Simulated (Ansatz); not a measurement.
# Te2Mo: the cost of one run

Method: DFT PBE+D3(BJ), scalar-relativistic, plane waves, PAW, and further levels as typed in the inputs, in Ansatz 0.2.0.

## Step 1: The system as given

It takes space group P-6m2 (No. 187, hexagonal). Conventional cell: a = 3.520 Å, b = 3.520 Å, c = 21.620 Å, α = 90.00°, β = 90.00°, γ = 120.00°. Around Te (site symmetry 3m) lie 3 Mo at 2.72 Å. Around Mo (site symmetry -6m2) lie 6 Te at 2.72 Å.

Structure file:

```cif
data_structure
_symmetry_space_group_name_H-M 'P 1'
_symmetry_Int_Tables_number 1
_cell_length_a 3.5200
_cell_length_b 3.5200
_cell_length_c 21.6200
_cell_angle_alpha 90.000
_cell_angle_beta 90.000
_cell_angle_gamma 120.000
_cell_volume 231.99
loop_
_atom_site_label
_atom_site_type_symbol
_atom_site_fract_x
_atom_site_fract_y
_atom_site_fract_z
_atom_site_occupancy
Te1 Te 0.66667 0.33333 0.41628 1
Mo1 Mo 0.33333 0.66667 0.50000 1
Te2 Te 0.66667 0.33333 0.58372 1
```

## Step 2: Relaxing the atoms: Te2Mo sheet, no spin

Input file input.yaml:

```yaml
crystal:
  lattice:
    - [3.52, 0.0, 0.0]
    - [-1.76, 3.0484094213, 0.0]
    - [0.0, 0.0, 21.62]
  atoms:
    - { symbol: Te, position: [0.6666666667, 0.3333333333, 0.4162812211] }
    - { symbol: Mo, position: [0.3333333333, 0.6666666667, 0.5] }
    - { symbol: Te, position: [0.6666666667, 0.3333333333, 0.5837187789] }
  periodic: [true, true, false]
scf:
  occupations: { method: gaussian, width: 0.02 }
  n_extra_bands: 6
output:
  forces: true
  stress: false
  write_density: true
  write_potential: true
  elf: true
  volumetric_format: npy
kpoints:
  mp_grid: { grid: [12, 12, 1] }
hamiltonian:
  xc: pbe
  dispersion: d3bj
relax:
  f_tol: 0.005
  max_steps: 100
```

On the command line:

```bash
$ ansatz run input.yaml --threads 4 --pin off --max-ram 12288MiB --backend cpu --events-out ev --progress --plain --runs-dir out
```

What time and memory should one allow on 4 threads of Intel Xeon Platinum 8259CL at 2.50GHz (Skylake/Cascade Lake), shared host?

About 19 s, with a peak of 0.76 GiB.
